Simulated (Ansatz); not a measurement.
Six crystals in the bcc structure, computed with PBE in Ansatz (plane waves, PAW datasets (generated soft set 1); cutoff 420 eV), no spin polarisation, no spin–orbit coupling, Fermi–Dirac smearing of 0.061 eV, k-spacing 0.06 Å⁻¹.

Q: Rank them by lattice constant, smallest first.
A. Cd
B. Na
C. Co
D. Rh
E. Cs
F. Li

A: C (2.763 Å), D (3.071 Å), F (3.434 Å), A (3.604 Å), B (4.197 Å), E (6.159 Å).

Model structures, not the usual forms at ambient conditions (metastable or hypothetical): Cd, Rh, Co. Spin polarisation is left out, and a magnetic state may lie lower for Co.
